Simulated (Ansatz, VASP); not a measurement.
**SiC: VASP beside Ansatz**

```xyz
2
Lattice="1.4328 0.8272 2.3397 -1.4328 0.8272 2.3397 0.0000 -1.6544 2.3397" Properties=species:S:1:pos:R:3 pbc="T T T"
Si    0.0000    0.0000    0.0000
C     0.0000    0.0000    3.5096
```

Alike in both runs: functional PBE; k mesh 6 × 6 × 6; occupations gaussian, width 0.1 eV; no spin polarisation.

Ansatz relaxed the structure, and its values are those at the end. VASP's run is a single point on that final structure, the one shown.

|  | VASP | Ansatz |
| --- | --- | --- |
| version | VASP 6.6.1 | Ansatz 0.2.0 |
| potentials or method | VASP PAW PBE potentials, release 64 (Si, C) | scalar-relativistic, plane waves, PAW |
| plane-wave cutoff (eV) | 520 | 420 |
| valence electrons in the cell | 8 | 8 |

```csv
,VASP,Ansatz,Ansatz less VASP
gap on the k mesh at the Fermi level (eV),none,none,-
pressure (GPa),0.1,0.0,-0.14
```

A gap of «none» marks a metal or a gap that the smearing closes.

Caveats: the k mesh is coarse (spacing up to 0.45 Å⁻¹), so the values aren't converged.
